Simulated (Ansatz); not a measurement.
# Optical response of PbS (Galena)

What colour and refractive index does PbS (Galena) have at this level of theory? The cell comes from an older database entry, whose edges can differ from later determinations, mostly by under a per cent.

Main program and level: Ansatz 0.2.0; DFT, PBE, plane-wave PAW, default files, scalar-relativistic, independent-particle optical response without local fields.

The database entry behind the starting cell differs from later determinations by our own check (about 0.1 % short), so it need not match the best structure at ambient conditions.

**1. Set-up**

The structure is cubic, space group Fm-3m (No. 225). The conventional cell has a = 5.931 Å, b = 5.931 Å, c = 5.931 Å, α = 90.00°, β = 90.00°, γ = 90.00°. Nearest to Pb lie 6 S at 2.97 Å. Nearest to S lie 6 Pb at 2.97 Å. Farther neighbours and most contacts between anions are not listed.

**2. Ground state and bands**

The self-consistent density comes first; it also tells whether there is a gap, which decides the occupations and the need for a Drude term.

This step: DFT, PBE, plane-wave PAW, default files, scalar-relativistic, ground state (Ansatz 0.2.0).

File input.yaml:

```yaml
crystal:
  lattice:
    - [0.0, 2.96575, 2.96575]
    - [2.96575, 0.0, 2.96575]
    - [2.96575, 2.96575, 0.0]
  atoms:
    - { symbol: Pb, position: [0.0, 0.0, 0.0] }
    - { symbol: S, position: [0.5, 0.5, 0.5] }
kpoints:
  mp_grid: { grid: [7, 7, 7] }
  band_path:
    path:
      - [[0.0, 0.0, 0.0], [0.5, 0.0, 0.5], [0.5, 0.25, 0.75], [0.375, 0.375, 0.75], [0.0, 0.0, 0.0], [0.5, 0.5, 0.5], [0.625, 0.25, 0.625], [0.5, 0.25, 0.75], [0.5, 0.5, 0.5], [0.375, 0.375, 0.75]]
      - [[0.625, 0.25, 0.625], [0.5, 0.0, 0.5]]
    npoints: 5
scf:
  occupations: { method: fermi_dirac, width: 0.05 }
  n_extra_bands: 6
hamiltonian:
  xc: pbe
  pseudopotentials: { kind: paw }
output:
  forces: true
  stress: true
  populations: true
  write_bands: true
```

The run is started by

```
$ ansatz run input.yaml --threads 4 --pin off --max-ram 8192MiB --backend cpu --events-out ev --progress --plain --runs-dir out
```

Numbers of over 12 decimals in the logs are rounded to 6 here.

The program printed:

```text
scf.n_extra_bands = 6 over 10 filled bands (N_el = 20.0): the run solves 16 bands
Engine: ansatz 0.2.0, x86_64-unknown-linux-gnu
Pseudopotentials: kind: paw
Pseudopotential: Pb, paw, valence charge 14, recommended cutoff 420 eV (normal), Pb.paw.azcp
Pseudopotential: S, paw, valence charge 6, recommended cutoff 420 eV (normal), S.paw.azcp
Functional definition: PBE
  parameter kappa = 0.804
  parameter beta = 0.066725
  exchange = pbe_x(kappa = kappa, mu = beta*pi^2/3)
  correlation = pbe_c(beta = beta)
Crystal: 2 atoms, lattice volume = 52.172 Å³
Basis set: ecut = 420 eV, 965 PW (Γ), exchange–correlation on 60×60×60 points (8 copies of the dense FFT grid, shifted against one another)
Bands: 16, of which v1, the nominal top of the filled ones, is band 10 counted from 1 (9 counted from 0)
Symmetry: 48 space group operations
Space group: Fm-3m (ITA 225), of the structure as read, at distance tolerance 3.7e-5 Å
k-points: 20 of 343
Non-local potential: Pb, projectors of the file, l = 0: 2, l = 1: 2, l = 2: 2, l = 3: 2
Non-local potential: S, projectors of the file, l = 0: 2, l = 1: 2, l = 2: 2
PAW form: soft (Blöchl's): semilocal exchange-correlation on the pseudo side does not see the compensation charge
PAW one-centre angular grid: Pb, 590 points (default); XC on 64 Gauss nodes
PAW one-centre angular grid: S, 110 points (default); XC on 64 Gauss nodes
Initial density: superposition of atomic densities (neutral atoms: chi_scale 0, normalization atom), corrected by the library's trained network
Initial wavefunctions: pseudopotential atomic-orbital guess
Functional: x = pbe(κ = 0.804, μ = 0.219515), c = pbe(β = 0.066725)
SCF iter   1: F=—  HF=-12809.559990 eV  |F-HF|=—  |Δ(HF+E_count)|=         —  Δρ=8.23e-4  dr2=5.16e-4  ethr=1.77e-3  ⟨swp⟩=6.8  Hψ=1888  notcnv=0
preconditioner: auto → none  [insulator: Δε(μ)=0.954 eV  Ē_g=17.298 eV  σ=0.050 eV  W_gap=1.00  n_scr=14 (ndim 8)  ℏωp=23.0 eV  f_vac=0.000  D(μ)=0.00/eV (n_scr^D=0)  ε∞_Penn≈2.8]
SCF iter   2: F=—  HF=-12809.559444 eV  |F-HF|=—  |Δ(HF+E_count)|=   5.47e-4  Δρ=4.54e-4  dr2=1.31e-4  ethr=2.58e-6  ⟨swp⟩=2.1  Hψ=687  notcnv=0  defer=4
SCF iter   3: F=—  HF=-12809.559440 eV  |F-HF|=—  |Δ(HF+E_count)|=   4.09e-6  Δρ=1.76e-4  dr2=1.88e-5  ethr=6.55e-7  ⟨swp⟩=2.5  Hψ=494  notcnv=0  defer=4
SCF iter   4: F=—  HF=-12809.559453 eV  |F-HF|=—  |Δ(HF+E_count)|=   1.31e-5  Δρ=4.57e-5  dr2=9.71e-7  ethr=9.41e-8  ⟨swp⟩=2.2  Hψ=397  notcnv=0  defer=4
iter 5 did not close the SCF: its close was put off for the readings that it lacked (scf_convergence_deferred on its scf_iter line)
SCF iter   5: F=-12809.559453 eV  HF=-12809.559453 eV  |F-HF|=1.27e-8  |Δ(HF+E_count)|=   8.24e-8  Δρ=6.35e-6  dr2=2.15e-8  ethr=4.86e-9  ⟨swp⟩=2.0  Hψ=467  notcnv=0  defer=4
SCF iter   6: F=-12809.559453 eV  HF=-12809.559453 eV  |F-HF|=6.18e-11  |Δ(HF+E_count)|=   4.02e-9  Δρ=4.72e-7  dr2=1.05e-10  ethr=1.08e-10  ⟨swp⟩=5.5  Hψ=1400  notcnv=0
SCF 1 converged in 6 iterations: F = -12809.559453 eV  dr2 = 1.05e-10
  greatest PAW one-centre occupation: 0.982 electrons in one spin orbital (limit 2), on the Pb atom at site 0 (counted from 0), in its partial waves of l = 2
NSCF: frozen V_eff on 52 k-points
SCF converged after 6 iterations
Free energy (F): -12809.559453 eV
Harris-Foulkes:  -12809.559453 eV  (|F-HF|=6.18e-11)
Internal energy: -12809.559449 eV  (E = F + TS)
E sigma→0 (E₀):  -12809.559451 eV
Entropy (-TS):   -0.000004 eV (-0.002 meV/atom)
Fermi energy:    8.668692 eV
--- Per-component energies (eV) ---
  E_band       = -55.249458
  E_kinetic    = 393.716655
  E_local      = -1221.409526  (includes V_loc(G=0)·N_el)
  E_nonlocal   = 378.558599
  E_hartree    = 474.933855
  E_xc         = -318.596898
  E_vxc        = -220.579020  (∫ρ·V_xc dr)
  E_paw        = -11003.405783  (= ΣΔE_a)
  E_vpaw       = -335.404292  (= ΣTr[D̂ρ^β])
  E_aug_tail   = 0.000052  (compensation charges beyond the density's cutoff)
  E_ewald      = -1513.356403
  E_smearing   = -0.000004  (= −TS)
  E_closure    = -0.000000  (closes the sum)
  Σ components = -12809.559453   (vs F -12809.559453, Δ=0.00e0)
--- Forces (eV/Å), atoms counted from 1 ---
  atom   1  Pb    -0.00000000     0.00000000    -0.00000000
  atom   2  S      0.00000000     0.00000000     0.00000000
  max |Σ_I F_I| component: 7.89e-30 eV/Å
--- Stress (GPa, compression-positive) ---
        2.178422      -0.000000      -0.000000
       -0.000000       2.178422       0.000000
        0.000000      -0.000000       2.178422
  P = ⅓ Tr σ = 2.1784 GPa (21.784 kbar)
--- Band table (eV; the first three rows and the last of 20) ---
  k-point 0: bands = [... 6 lower, 2.4220, 6.2725, 6.2725, 6.2725, 13.6646, 13.6646, 13.6646, 15.1483, ... 2 higher]
  k-point 1: bands = [... 6 lower, 1.8458, 6.3270, 6.3270, 6.7019, 12.1891, 12.7008, 12.7008, 15.1107, ... 2 higher]
  k-point 2: bands = [... 6 lower, 0.7000, 6.4766, 6.4766, 7.4704, 10.4039, 11.3584, 11.3584, 15.4820, ... 2 higher]
  k-point 19: bands = [... 6 lower, 0.4160, 3.9016, 4.5889, 7.1910, 10.7595, 12.7900, 13.2424, 15.8458, ... 2 higher]
--- Löwdin populations: 2 sites ---
  site symbol       q [e]
     0     Pb     13.4809
     1      S      6.4596
  spilling = 0.002975 (of n_electrons = 20.000000)
```

It took 5 s on 4 threads of AMD EPYC 9R14 (Zen 4), shared host; peak memory 0.41 GiB; 3.1 s of CPU time.

This step gave:

| Item | Value |
| --- | --- |
| free energy | -12809.5595 eV |
| Fermi energy | 8.669 eV |
| gap by band count | 0.9506 eV |
| electrons | 20 |
| symmetry operations | 48 |
| pressure | 2.178 GPa |
| volume | 52.17 Å³ |
| gap on the path | 0.3578 eV |
| least direct gap on the path | 0.3578 eV |

There is a gap, 0.36 eV on the path, so no carriers' term is needed. The cell is left with a pressure of 2.2 GPa, as it stands unrelaxed at this level.

The electronic bands at the labelled points (eV, zero at the Fermi level; v1 is the highest filled band, c1 the lowest empty one):

```tsv
point	v4	v3	v2	v1	c1	c2	c3	c4
Γ	-6.25	-2.40	-2.40	-2.40	5.00	5.00	5.00	6.48
0.40 of the way	-7.21	-2.86	-2.86	-1.35	1.90	4.61	4.61	4.89
X	-7.41	-5.42	-3.67	-3.67	3.63	5.36	5.46	5.46
0.40 of the way	-7.71	-5.28	-3.88	-2.96	3.79	4.27	5.17	5.91
W	-8.16	-4.65	-4.65	-1.25	1.97	4.44	4.44	7.93
0.40 of the way	-8.17	-4.87	-4.19	-1.61	2.32	4.15	4.68	7.00
K	-8.19	-5.00	-3.16	-2.70	3.10	3.91	4.83	6.00
0.40 of the way	-8.25	-3.69	-2.00	-0.79	1.05	2.14	3.95	7.73
Γ	-6.25	-2.40	-2.40	-2.40	5.00	5.00	5.00	6.48
0.40 of the way	-7.26	-2.29	-2.29	-1.66	2.75	3.46	3.46	6.49
L	-9.06	-2.00	-2.00	-0.21	0.14	1.74	1.74	8.44
0.40 of the way	-8.88	-3.16	-2.35	-1.29	1.19	2.31	3.19	7.82
U	-8.19	-5.00	-3.16	-2.70	3.10	3.91	4.83	6.00
0.60 of the way	-8.17	-4.87	-4.19	-1.61	2.32	4.15	4.68	7.00
W	-8.16	-4.65	-4.65	-1.25	1.97	4.44	4.44	7.93
0.40 of the way	-8.55	-4.00	-3.67	-1.24	1.53	3.64	4.10	7.76
L	-9.06	-2.00	-2.00	-0.21	0.14	1.74	1.74	8.44
0.40 of the way	-8.88	-3.16	-2.35	-1.29	1.19	2.31	3.19	7.82
K	-8.19	-5.00	-3.16	-2.70	3.10	3.91	4.83	6.00
jump to U	-8.19	-5.00	-3.16	-2.70	3.10	3.91	4.83	6.00
0.40 of the way	-7.78	-5.27	-3.48	-3.26	3.62	4.77	5.14	5.38
X	-7.41	-5.42	-3.67	-3.67	3.63	5.36	5.46	5.46
```

The electronic bands as a text plot (rows in eV, shown from -8.2 to 6.1 only):

```
    5.8 | ++      ++     +                     +             ++
    5.2 |+     ++++++            ++                           +++
    4.6 | +++++++    +++++      +  ++         ++++++        +++
    4.0 |    ++++  ++++++++++++++  ++        + +++ ++      + +
    3.5 | ++     ++ +           +    +      + +     +++   + + +++
    2.9 |    ++         ++++  ++     +++     ++++    ++    +++
    2.3 |            +++    ++          +  ++    ++    + ++
    1.7 |   +             ++  ++      ++ +++ +     ++   ++ +
    1.1 |                   ++              +        ++   +
    0.5 |                               +  +           + +
   -0.1 |                                ++             +
   -0.7 |                   **          *  *           * *
   -1.3 |   *        ***      **      **    *    ******   *
   -1.9 | **              *******  ********* *  *      *** *
   -2.5 |***        *   ****    ******     *****     *** *****
   -3.1 |   ***    *     *    **            * **     **   * ***
   -3.7 |      *****    *   **               *  *   *      *   **
   -4.3 |      **   ****  **                     * *
   -4.9 |           ******                    *****         ***
   -5.5 |        ***                                           **
   -6.1 |*                       **
   -6.7 | **                    *  **
   -7.3 |   *******           **     *                         **
   -7.9 |          *******            **       ****          **
         Γ       X    W  K        Γ      L     U  W     L   K|U X
```

**3. Spectrum**

The spectrum is a sum over vertical transitions between filled and empty bands at the fixed density, so many empty bands are needed.

This step: DFT, PBE, plane-wave PAW, default files, scalar-relativistic, independent-particle optical response without local fields (Ansatz 0.2.0).

input.yaml, the sections that differ from step 2:

```yaml
kpoints:
  mp_grid: { grid: [7, 7, 7] }
scf:
  occupations: { method: fixed }
output:
  optics:
    e_range: [0, 14]
    de: 0.05
    sigma: 0.1
    nscf_kmesh: { grid: [8, 8, 8] }
    bands: { spectra_wanted_up_to: 14 }
# crystal, hamiltonian: as in step 2
```

The program printed:

```text
[...]
Crystal: 2 atoms, lattice volume = 52.172 Å³
Basis set: ecut = 420 eV, 965 PW (Γ)
Bands: 14, of which v1, the nominal top of the filled ones, is band 10 counted from 1 (9 counted from 0)
[... 1 set-up line as in the run before ...]
[...]
k-points: 20 of 343
[...]
SCF iter   1: F=—  HF=-12809.560762 eV  |F-HF|=—  |Δ(HF+E_count)|=         —  Δρ=8.86e-4  dr2=6.30e-4  ethr=1.77e-3  ⟨swp⟩=4.9  Hψ=1377  notcnv=0  defer=31
[...]
SCF iter  10: F=-12809.559464 eV  HF=-12809.559464 eV  |F-HF|=3.64e-12  |Δ(HF+E_count)|=  5.46e-12  Δρ=2.21e-9  dr2=1.63e-15  ethr=1.00e-12  ⟨swp⟩=4.6  Hψ=1210  notcnv=0
SCF 1 converged in 10 iterations: F = -12809.559464 eV  dr2 = 1.63e-15
[...]
NSCF: frozen V_eff on 29 k-points
output.optics: what the bands over the 29 summed would add to eps1, eps2 and the energy-loss function is held between a lower and an upper bound (8 Lanczos steps). eps1, eps2 and their loss function (loss_summed_bands) are given on every row as the summed bands alone make them. Along an axis, on a row where the two bounds hold the loss function to about 1 % of the greater of itself and 0.5 % of |1/eps|, its cell (loss_completed) is given, with the completed eps1 and eps2 that it is formed of (a cell that is left empty reads nan in the table and null in the record). The two bounds hold it so along every axis on all 281 rows up to 14.000 eV. [rest of the remark cut]
SCF converged after 10 iterations
Free energy (F): -12809.559464 eV
[...]
Internal energy: -12809.559464 eV  (E = F + TS)
E sigma→0 (E₀):  -12809.559464 eV
Fermi energy:    8.192813 eV
[...]
--- Band table (eV; the first three rows and the last of 20) ---
  k-point 0: bands = [... 6 lower, 2.4220, 6.2725, 6.2725, 6.2725, 13.6646, 13.6646, 13.6646, 15.1483]
  k-point 1: bands = [... 6 lower, 1.8458, 6.3270, 6.3270, 6.7019, 12.1891, 12.7008, 12.7008, 15.1107]
  k-point 2: bands = [... 6 lower, 0.7000, 6.4766, 6.4766, 7.4704, 10.4039, 11.3584, 11.3584, 15.4820]
  k-point 19: bands = [... 6 lower, 0.4159, 3.9016, 4.5889, 7.1910, 10.7595, 12.7900, 13.2424, 15.8458]
```

Elapsed: 3.6 s, on 4 threads; peak memory 0.61 GiB.

Numbers from this step:

```
electronic dielectric constant ε∞, mean over x, y and z (by symmetry where fewer were run)                                                          : 17.87
absorption onset, first axis (α over 10⁴ cm⁻¹, or the direct gap if that lies higher)                                                               : 0.5672 eV
main peak of Im epsilon, first axis                                                                                                                 : 3.023 eV
photocurrent from vertical transitions in a film 500 nm thick on a perfect mirror (two passes), AM1.5G, no front reflection, all carriers collected : 62.86 mA/cm²
least direct gap on the mesh                                                                                                                        : 0.3578 eV
bands summed                                                                                                                                        : 29
spectra valid up to                                                                                                                                 : 22.47 eV
program's estimate of the k-sum error in Im epsilon                                                                                                 : 0.81 %
electrons in the f-sum                                                                                                                              : 14.77
```

Im ε, any direction against photon energy; read off at these points:

```tsv
photon energy (eV)	Im ε, any direction
0.0	0
0.5	1.34
1.0	2.75
1.5	5.49
2.0	10.8
2.5	22.5
3.0	37.6
3.5	19.3
4.0	12.6
4.5	8.28
5.0	5.37
5.5	4.01
6.0	3.03
6.5	2.64
7.0	3.26
7.5	2.65
8.0	2.51
8.5	4.27
9.0	2.75
9.5	2.79
10.0	2.39
10.5	2.05
11.0	1.83
11.5	1.69
12.0	1.48
12.5	1.21
13.0	0.837
13.5	0.580
14.0	0.515
```

Table of Re ε, any direction by photon energy:

```tsv
photon energy (eV)	Re ε, any direction
0.0	17.9
0.5	18.9
1.0	19.8
1.5	21.8
2.0	23.6
2.5	24.1
3.0	7.24
3.5	-9.91
4.0	-6.71
4.5	-6.74
5.0	-5.07
5.5	-3.42
6.0	-2.44
6.5	-1.23
7.0	-0.236
7.5	-1.96
8.0	0.0744
8.5	0.158
9.0	-0.933
9.5	-1.23
10.0	-0.828
10.5	-0.897
11.0	-0.910
11.5	-0.935
12.0	-0.771
12.5	-0.852
13.0	-1.02
13.5	-0.544
14.0	-0.347
```

The reflectivity at normal incidence, any direction has structure finer than the step of the table below, so its rows give means over 0.5 eV, whole bins alone (the curve runs from 0 to 14 eV). Peaks (eV: height): 3.30: 65.8, 7.50: 44.9, 8.75: 36.9, 13.05: 50.9.

Table of reflectivity at normal incidence, any direction by photon energy; means over each step:

```tsv
photon energy (eV)	reflectivity at normal incidence, any direction (%)
0.5	39.2
1.0	40.4
1.5	42.9
2.0	46.4
2.5	52.2
3.0	60.8
3.5	64.3
4.0	60.0
4.5	61.1
5.0	59.0
5.5	53.6
6.0	48.0
6.5	36.0
7.0	27.6
7.5	37.9
8.0	21.3
8.5	28.6
9.0	32.6
9.5	34.1
10.0	32.8
10.5	33.3
11.0	33.3
11.5	34.1
12.0	34.1
12.5	37.5
13.0	46.6
13.5	43.5
```

The loss function −Im 1/ε at q → 0, any direction has structure finer than the step of the table below, so its rows give means over 0.5 eV, whole bins alone (the curve runs from 0 to 14 eV). Peaks (eV: height): 7.75: 0.485.

Loss function −Im 1/ε at q → 0, any direction against energy loss; means over each step:

```tsv
energy loss (eV)	loss function −Im 1/ε at q → 0, any direction
0.5	0.00319
1.0	0.00694
1.5	0.0109
2.0	0.0160
2.5	0.0207
3.0	0.0260
3.5	0.0416
4.0	0.0607
4.5	0.0729
5.0	0.0993
5.5	0.142
6.0	0.203
6.5	0.309
7.0	0.308
7.5	0.297
8.0	0.403
8.5	0.255
9.0	0.316
9.5	0.316
10.0	0.368
10.5	0.404
11.0	0.441
11.5	0.471
12.0	0.516
12.5	0.543
13.0	0.539
13.5	0.906
```

Values under 1 per cm are given as 1. Table of absorption coefficient, any direction by photon energy:

```tsv
photon energy (eV)	absorption coefficient, any direction (1/cm)
0.000	1
0.500	7787
1.000	31269
1.500	88582
2.000	2.2e5
2.500	5.3e5
3.000	1.2e6
3.500	1.4e6
4.000	1.3e6
4.500	1.3e6
5.000	1.3e6
5.500	1.2e6
6.000	1.1e6
6.500	9.5e5
7.000	9.4e5
7.500	1.2e6
8.000	8.9e5
8.500	1.2e6
9.000	1.3e6
9.500	1.4e6
10.000	1.3e6
10.500	1.3e6
11.000	1.4e6
11.500	1.4e6
12.000	1.3e6
12.500	1.4e6
13.000	1.4e6
13.500	1.1e6
14.000	9.9e5
```

At chosen wavelengths:

```tsv
wavelength (nm)	n	k	R (%)	1/α
633	4.95	1.050	45.7	48 nm
532	5.28	1.675	50.0	25 nm
450	5.27	2.905	55.9	12 nm
405	4.50	4.158	62.2	7.8 nm
365	2.73	4.208	65.5	6.9 nm
248	1.08	2.496	59.1	7.9 nm
193	0.90	1.484	38.2	10 nm
```

In reflection the computed colour is faintly blue: x = 0.298, y = 0.314, luminous reflectivity 49 %.

The f-sum over the summed bands holds 14.8 of the cell's 20 electrons outside the frozen cores, 12 of which lie in bands more than 12 eV below the Fermi level, whose transitions come at higher energies. Up to 14 eV the strength has a mean oscillator energy of 3.8 eV, close to the main peak.

**4. What came out**

| Quantity | Value |
| --- | --- |
| gap on the path | 0.358 eV |
| least direct gap on the path | 0.358 eV |
| electronic dielectric constant ε∞, mean over x, y and z (by symmetry where fewer were run) (independent particles) | 17.9 |
| absorption onset, first axis (α over 10⁴ cm⁻¹, or the direct gap if that lies higher) | 0.567 eV |
| main peak of Im epsilon, first axis | 3.02 eV |
| photocurrent from vertical transitions in a film 500 nm thick on a perfect mirror (two passes), AM1.5G, no front reflection, all carriers collected | 62.9 mA/cm² |

At this level (PBE, independent particles) PbS has ε∞ = 17.9 and n = 4.39 at 1550 nm; absorption sets in near 0.6 eV, and Im ε peaks at 3.0 eV. The gap on the path is direct, 0.36 eV. The absorption coefficient passes 10⁴ cm⁻¹ at 0.57 eV, in the infrared, so it absorbs across the visible. Distinct maxima of Im ε, read by a parabola through the highest points, lie at 3.02 eV (38), 7.31 eV (4.3) and 8.56 eV (4.4). The f-sum over the summed bands holds 14.8 of the cell's 20 electrons outside the frozen cores, 12 of which lie in bands more than 12 eV below the Fermi level, whose transitions come at higher energies. Up to 14 eV the strength has a mean oscillator energy of 3.8 eV, close to the main peak. In reflection the computed colour is faintly blue: x = 0.298, y = 0.314, luminous reflectivity 49 %. Excitons and phonon-assisted transitions are missing, and so are local fields; PBE gaps are as a rule too small, which pulls the onset down and ε∞ up, while the missing spin-orbit coupling works the other way with such heavy atoms. In the base run ε includes the program's bounded estimate of what the bands above those summed add. Spin-orbit coupling is left out although heavy atoms are present.

[Logs are printed without paths, hosts, clocks, repeated set-up lines and the standing remarks that a program may print on its own settings, such as how far it seeks lower states.]

[Hosts, paths, dates, database ids (printed as entryN), source tags and the programs' standing remarks are cut or masked in the printed files.]
